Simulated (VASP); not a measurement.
# S (R-3m) in VASP: further runs

Runs on S. Level: PBE+D3(BJ). Tasks: single point, relaxation of cell and atoms.

All numbers are computed with VASP 6.6.1; they aren't measurements. Logs are shortened: lines on timing, memory, paths and dates and some standing lists are left out, and cuts for length are marked.

## Step 1: Starting point

The structure is trigonal, space group R-3m (No. 166). Conventional cell: a = 3.683 Å, b = 3.683 Å, c = 4.271 Å, α = 90.00°, β = 90.00°, γ = 120.00°. S (site symmetry -3m) is surrounded by 6 S at 2.56 Å.

This isn't the form of S at room conditions, which is orthorhombic, of S8 rings.

## Step 2: Single point, PBE+D3(BJ)

The input, INCAR:

```
  PREC = Accurate
  ENCUT = 520
  EDIFF = 1E-6
  ISMEAR = 1
  SIGMA = 0.02
  LREAL = F
  LASPH = T
  NELM = 100
  ALGO = Fast
  ISIF = 2
  LWAVE = F
  LCHARG = F
  GGA = PE
  IVDW = 12
  NBANDS = 9
```

The input, KPOINTS:

```
regular mesh
0
Gamma
  8 8 8
```

The input, POSCAR:

```
S
1.0
    1.8414980072      1.0631893729      1.4235376033
   -1.8414980072      1.0631893729      1.4235376033
    0.0000000000     -2.1263787376      1.4235376095
S
1
Direct
    0.0000000000      0.0000000000      0.0000000000
```

Potentials or basis: VASP PAW PBE potentials, release 64 (S).

Launch:

```sh
$ cat potpaw_PBE.64/S/POTCAR > POTCAR
$ mpirun -np 1 vasp_std > vasp.out
```

OUTCAR:

```text
PREC = Accurate
   ENCUT = 520
   EDIFF = 1E-6
   ISMEAR = 1
   LREAL = F
   LASPH = T
   NELM = 100
   ISIF = 2
   GGA = PE
   IVDW = 12
 IVDW          = 12

 ion  position               nearest neighbor table
   1  0.000  0.000  0.000-

  LATTYP: Found a trigonal (rhomboedric) cell.
 ALAT       =     2.5588954377
 COS(alpha) =    -0.0357797643

  Lattice vectors:

 A1 = (   1.8414980072,   1.0631893729,   1.4235376033)
 A2 = (  -1.8414980072,   1.0631893729,   1.4235376033)
 A3 = (   0.0000000000,  -2.1263787376,   1.4235376095)

Analysis of symmetry for initial positions (statically):
=====================================================================
 Subroutine PRICEL returns:
 Original cell was already a primitive cell.

 Routine SETGRP: Setting up the symmetry group for a
 trigonal (rhombohedral) supercell.

 Subroutine GETGRP returns: Found 12 space group operations
 (whereof 12 operations were pure point group operations)
 out of a pool of 12 trial point group operations.

The static configuration has the point symmetry D_3d.

Analysis of symmetry for dynamics (positions and initial velocities):
=====================================================================
 Subroutine PRICEL returns:
 Original cell was already a primitive cell.

 Routine SETGRP: Setting up the symmetry group for a
 trigonal (rhombohedral) supercell.

 Subroutine GETGRP returns: Found 12 space group operations
 (whereof 12 operations were pure point group operations)
 out of a pool of 12 trial point group operations.

The dynamic configuration has the point symmetry D_3d.

 Subroutine INISYM returns: Found 12 space group operations
 (whereof 12 operations are pure point group operations),
 and found     1 'primitive' translations

----------------------------------------------------------------------------------------

                                     Primitive cell

  volume of cell :      16.7225

  direct lattice vectors                    reciprocal lattice vectors
     1.841498007  1.063189373  1.423537603     0.271518078  0.156761036  0.234158432
    -1.841498007  1.063189373  1.423537603    -0.271518078  0.156761036  0.234158432
     0.000000000 -2.126378738  1.423537610     0.000000000 -0.313522071  0.234158432

  length of vectors
     2.558895438  2.558895438  2.558895438     0.391313506  0.391313506  0.391313506

  position of ions in fractional coordinates (direct lattice)
     0.000000000  0.000000000  0.000000000

  ion indices of the primitive-cell ions
   primitive index   ion index
                 1           1

----------------------------------------------------------------------------------------

 KPOINTS: regular mesh

Automatic generation of k-mesh.
 Grid dimensions read from file:
 generate k-points for:    8    8    8

 Generating k-lattice:

  Cartesian coordinates                     Fractional coordinates (reciprocal lattice)
     0.033939760  0.019595130  0.029269804     0.125000000  0.000000000  0.000000000
    -0.033939760  0.019595130  0.029269804     0.000000000  0.125000000  0.000000000
     0.000000000 -0.039190259  0.029269804     0.000000000  0.000000000  0.125000000

  Length of vectors
     0.048914188  0.048914188  0.048914188

  Shift w.r.t. Gamma in fractional coordinates (k-lattice)
     0.000000000  0.000000000  0.000000000

 Subroutine IBZKPT returns following result:
 ===========================================

 Found     65 irreducible k-points:

 Following reciprocal coordinates:
            Coordinates               Weight
  0.000000  0.000000  0.000000      1.000000
  0.125000 -0.000000  0.000000      6.000000
  0.250000 -0.000000  0.000000      6.000000
  0.375000 -0.000000  0.000000      6.000000
  0.500000 -0.000000  0.000000      3.000000
  0.125000  0.125000  0.000000      6.000000
[... 16 lines left out ...]
  0.250000  0.125000  0.125000      6.000000
  0.375000  0.125000  0.125000      6.000000
 [... further k-points ...]
   k-points           NKPTS =     65   k-points in BZ     NKDIM =     65   number of bands    NBANDS=      9
   number of dos      NEDOS =    301   number of ions     NIONS =      1
   total plane-waves  NPLWV =   8000
   dimension x,y,z NGX =    20 NGY =   20 NGZ =   20
   dimension x,y,z NGXF=    40 NGYF=   40 NGZF=   40
   ions per type =               1
   NGX,Y,Z   is equivalent  to a cutoff of  12.99, 12.99, 12.99 a.u.
   NGXF,Y,Z  is equivalent  to a cutoff of  25.99, 25.99, 25.99 a.u.
 SYSTEM =  unknown system
   PREC   = accura    normal or accurate (medium, high low for compatibility)
   ISTART =      0    job   : 0-new  1-cont  2-samecut
   ICHARG =      2    charge: 1-file 2-atom 10-const
   ISPIN  =      1    spin polarized calculation?
   LNONCOLLINEAR =      F non collinear calculations
   LSORBIT =      F    spin-orbit coupling
   LASPH  =      T    aspherical Exc in radial PAW
   ENCUT  =  520.0 eV  38.22 Ry    6.18 a.u.   4.76  4.76  4.76*2*pi/ulx,y,z
   NELM   =    100;   NELMIN=  2; NELMDL= -5     # of ELM steps
   EDIFF  = 0.1E-05   stopping-criterion for ELM
   LREAL  =      F    real-space projection
   EDIFFG = 0.1E-04   stopping-criterion for IOM
   NSW    =      0    number of steps for IOM
   IBRION =     -1    ionic relax: 0-MD 1-quasi-New 2-CG
   NFREE  =      0    steps in history (QN), initial steepest desc. (CG)
   ISIF   =      2    stress and relaxation
   ISYM   =      2    0-nonsym 1-usesym 2-fastsym
   POTIM  = 0.5000    time-step for ionic-motion
   TEBEG  =    0.0;   TEEND  =   0.0 temperature during run
   PSTRESS=    0.0 pullay stress
   NELECT =       6.0000    total number of electrons
   NUPDOWN=      -1.0000    fix difference up-down
   EMIN   =  10.00;   EMAX   =-10.00  energy-range for DOS
   EFERMI =   0.00;   METHOD = LEGACY
   ISMEAR =     1;   SIGMA  =   0.02  broadening in eV -4-tet -1-fermi 0-gaus
   EFERMI_NEDOS =   21; number of points for ismear=-14 and -15
   IALGO  =     68    algorithm
   IMIX   =      4    mixing-type and parameters
     AMIX     =   0.40;   BMIX     =  1.00
     AMIX_MAG =   1.60;   BMIX_MAG =  1.00
  volume/ion in A,a.u.               =      16.72       112.85
  Fermi-wavevector in a.u.,A,eV,Ry     =   1.163299  2.198316 18.412271  1.353264
  Thomas-Fermi vector in A             =   2.299850
   LORBIT       =      0    0 simple, 1 ext, 2 COOP (PROOUT), +10 PAW based schemes
   GGA     = PE    functional components
   LHFCALC =     F    Hartree Fock is set to
   AEXX    =    0.0000 exact exchange contribution
   IVDW    =    12    specifies the selected vdW correction
   LEPSILON=     F    determine dielectric tensor
   LRPA    =     F    only Hartree local field effects (RPA)
 non-spin polarized calculation
 RMM-DIIS sequential band-by-band and
 Methfessel and Paxton  Order N= 1 SIGMA  =   0.02
  energy-cutoff  :      520.00
  volume of cell :       16.72
 maximum number of plane-waves:       458
   NGX =  9   NGY =  9   NGZ =  9

 number of electron       5.9999998 magnetization

 Free energy of the ion-electron system (eV)
  ---------------------------------------------------
  ext. energy  EPLUGINS =         0.00000000
  ---------------------------------------------------
  free energy    TOTEN  =        -3.49422569 eV

  energy without entropy =       -3.49423440  energy(sigma->0) =       -3.49422859

 E-fermi :   7.3852     XC(G=0): -10.6890

 val. band max:        7.3793642695   @ k =   0.5000   0.5000   0.2500
 cond. band min:       7.4103268261   @ k =  -0.1250   0.2500   0.1250
 fundamental gap:      0.0309625566
 Fermi energy:         7.3852455130

 k-point     1 :       0.0000    0.0000    0.0000
  band No.  band energies     occupation
      1      -9.8614      2.00000
      2       8.7017      0.00000
      3       9.0321      0.00000
      4       9.0321      0.00000
      5      14.6962      0.00000
      6      14.6962      0.00000
      7      17.9233      0.00000
      8      29.0184      0.00000
      9      29.2139      0.00000

 k-point     2 :       0.1250   -0.0000    0.0000
  band No.  band energies     occupation
      1      -9.5795      2.00000
      2       6.6266      2.00000
      3       9.0018      0.00000
      4       9.2162      0.00000
      5      14.9347      0.00000
      6      16.4362      0.00000
      7      19.1734      0.00000
      8      27.1499      0.00000
      9      27.3118      0.00000

 k-point     3 :       0.2500   -0.0000    0.0000
  band No.  band energies     occupation
      1      -8.7767      2.00000
      2       3.1892      2.00000
      3       9.4921      0.00000
      4       9.7100      0.00000
      5      15.5784      0.00000
      6      18.0062      0.00000
      7      22.4843      0.00000
      8      24.3725      0.00000
      9      24.4081      0.00000

 k-point     4 :       0.3750   -0.0000    0.0000
  band No.  band energies     occupation
      1      -7.6625      2.00000
      2       0.3479      2.00000
      3      10.0828      0.00000
      4      10.3004      0.00000
      5      16.3507      0.00000
      6      19.5972      0.00000
      7      21.8496      0.00000
      8      22.2498      0.00000
      9      23.8159      0.00000
[... 205 lines left out ...]
 k-point    22 :       0.1250    0.1250    0.1250
  band No.  band energies     occupation
      1      -8.9662      2.00000
      2       6.7744      2.00000
      3       6.7744      2.00000
      4       7.1539      2.00000
      5      18.4350      0.00000
      6      18.4350      0.00000
      7      20.2487      0.00000
      8      26.0696      0.00000
      9      26.0813      0.00000

 k-point    23 :       0.2500    0.1250    0.1250
  band No.  band energies     occupation
      1      -8.1378      2.00000
      2       3.4919      2.00000
      3       7.2853      2.00000
      4       7.6126     -0.00000
      5      19.0424      0.00000
      6      19.6963      0.00000
      7      21.9177      0.00000
      8      22.7669      0.00000
      9      25.4730      0.00000

 k-point    24 :       0.3750    0.1250    0.1250
  band No.  band energies     occupation
      1      -7.0222      2.00000
      2       0.7314      2.00000
      3       7.9843      0.00000
      4       8.3998      0.00000
      5      18.2399      0.00000
      6      19.4512      0.00000
      7      20.3211      0.00000
      8      23.0421      0.00000
      9      26.8772      0.00000

 [... further k-points ...]

------------------------ aborting loop because EDIFF is reached ----------------------------------------

 Edisp (eV)   -0.36683

 E8    (eV) :    -0.1329

  FORCE on cell =-STRESS in cart. coord.  units (eV):
  Direction    XX          YY          ZZ          XY          YZ          ZX
  --------------------------------------------------------------------------------------
  -------------------------------------------------------------------------------------
  Total      -0.01901    -0.01901    -0.01796     0.00000     0.00000     0.00000
  in kB      -1.82121    -1.82121    -1.72061     0.00000     0.00000     0.00000
  external pressure =       -1.79 kB  Pullay stress =        0.00 kB

 VOLUME and BASIS-vectors are now :
 -----------------------------------------------------------------------------
  energy-cutoff  :      520.00
  volume of cell :       16.72
      direct lattice vectors                 reciprocal lattice vectors
     1.841498007  1.063189373  1.423537603     0.271518078  0.156761036  0.234158432
    -1.841498007  1.063189373  1.423537603    -0.271518078  0.156761036  0.234158432
     0.000000000 -2.126378738  1.423537610     0.000000000 -0.313522071  0.234158432

 POSITION                                       TOTAL-FORCE (eV/Angst)
 -----------------------------------------------------------------------------------
      0.00000      0.00000      0.00000        -0.000000      0.000000     -0.000000
 -----------------------------------------------------------------------------------
    total drift:                               -0.000000     -0.000000     -0.000000

  FREE ENERGIE OF THE ION-ELECTRON SYSTEM (eV)
  ---------------------------------------------------
  free  energy   TOTEN  =        -3.8610594110 eV

  energy  without entropy=       -3.8610681206  energy(sigma->0) =       -3.86106231
```

Run time: 2.8 s. Hardware: 1 thread of Intel Xeon 6975P-C (Granite Rapids), shared host; peak memory 0.12 GiB.

Results:

- Free energy: -3.8611 eV
- Pressure: -0.2 GPa
- Band gap on the k mesh: none (metal or under the smearing width)
- Dispersion energy per atom: -0.367 eV

Caveat: pairwise dispersion overbinds metals, which lowers pressure and volume.

## Step 3: Relaxation of cell and atoms, PBE+D3(BJ)

This run uses another cell than the first one, of 8.01 Å³/atom, 0.479 times its volume.

The input, INCAR:

```
PREC = Accurate
ENCUT = 600
EDIFF = 1E-7
ISMEAR = 1
SIGMA = 0.02
LREAL = False
LASPH = True
NELM = 100
ALGO = Normal
ISIF = 3
LWAVE = False
LCHARG = False
GGA = PE
IVDW = 12
IBRION = 2
NSW = 80
EDIFFG = -0.001
```

KPOINTS is that of step 2.

The input, POSCAR:

```
S
1.0
    1.6385000000      0.9459884200      0.8613333300
   -1.6385000000      0.9459884200      0.8613333300
    0.0000000000     -1.8919768300      0.8613333300
S
1
Direct
    0.0000000000      0.0000000000      0.0000000000
```

Potentials or basis: VASP PAW PBE potentials, release 64 (S).

Launch:

```sh
$ cat potpaw_PBE.64/S/POTCAR > POTCAR
$ mpirun -np 1 vasp_std > vasp.out
```

Wall time 26 s (1 thread of Intel Xeon 6975P-C (Granite Rapids), shared host); peak memory 0.12 GiB.

It converged, with:

```
Free energy                            : -3.8468 eV
Relaxed volume                         : 16.58 Å³/atom
Relaxed cell                           : a = 2.553 Å, b = 2.553 Å, c = 2.553 Å, α = 92.80°, β = 92.80°, γ = 92.80°
Space group after relaxing (to 0.05 Å) : R-3m (No. 166)
Energy gained by relaxing              : 2909.0 meV/atom
Ionic steps                            : 29
Pressure after relaxing                : 0.0 GPa
Band gap on the k mesh                 : none (metal or under the smearing width)
Dispersion energy per atom             : -0.370 eV
```

Step by step:
```tsv
step	energy change (eV)	largest force (eV/Å)	pressure (GPa)	volume (Å³)
1	0.0000	0.0000	197.39	8.01
2	-1.8756	0.0000	-15.90	25.76
3	-2.6958	0.0000	-0.68	15.41
4	-2.6963	0.0000	0.30	15.23
5	-2.7927	0.0000	1.78	15.47
6	-2.8783	0.0000	3.47	15.67
7	-2.8742	0.0000	6.58	15.53
8	-2.8122	0.0000	-9.40	18.36
9	-2.8890	0.0000	0.38	16.37
10	-2.8891	0.0000	0.79	16.31
11	-2.8932	0.0000	0.47	16.40
12	-2.8964	0.0000	0.04	16.48
13	-2.9085	0.0000	-0.17	16.62
14	-2.8954	0.0000	-2.36	16.79
15	-2.9088	0.0000	-0.44	16.65
16	-2.9089	0.0000	-0.33	16.64
17	-2.9087	0.0000	0.58	16.45
18	-2.9090	0.0000	0.00	16.58
19	-2.9090	0.0000	0.00	16.58
20	-2.9090	0.0000	-0.16	16.61
21	-2.9090	0.0000	-0.02	16.58
22	-2.9090	0.0000	-0.01	16.58
23	-2.9090	0.0000	0.00	16.58
24	-2.9090	0.0000	-0.01	16.58
25	-2.9090	0.0000	-0.01	16.58
26	-2.9090	0.0000	-0.01	16.58
27	-2.9090	0.0000	-0.01	16.58
28	-2.9090	0.0000	0.02	16.58
29	-2.9090	0.0000	0.00	16.58
```

Final structure:
```
S
1.0
     1.84887    1.06745    1.40015
    -1.84887    1.06745    1.40015
     0.00000   -2.13489    1.40015
S
1
Direct
  0.00000 0.00000 0.00000
```

Levels at points of the mesh, in eV from the Fermi level:
```tsv
k point	band 1	band 2	band 3	band 4	band 5	band 6	band 7
(0.00, 0.00, 0.00)	-17.32	1.28	1.73	1.73	7.35	7.35	10.63
(0.50, 0.00, 0.00)	-14.41	-8.36	2.97	3.27	9.31	12.95	14.25
(0.50, 0.50, 0.00)	-11.51	-6.30	-5.61	2.47	4.51	13.71	16.57
(0.50, 0.50, 0.50)	-8.46	-4.20	-4.20	-3.32	5.24	5.24	6.58
```

Caveat: the k mesh is coarse (spacing up to 0.41 Å⁻¹), so the values aren't converged; the volume moved by over 15 % at a fixed basis, so the end points are rough; the volume moved by +107 % from the deposited cell, more than functionals usually miss; pairwise dispersion overbinds metals, which lowers pressure and volume. Zero-point motion and thermal expansion aren't in these numbers.
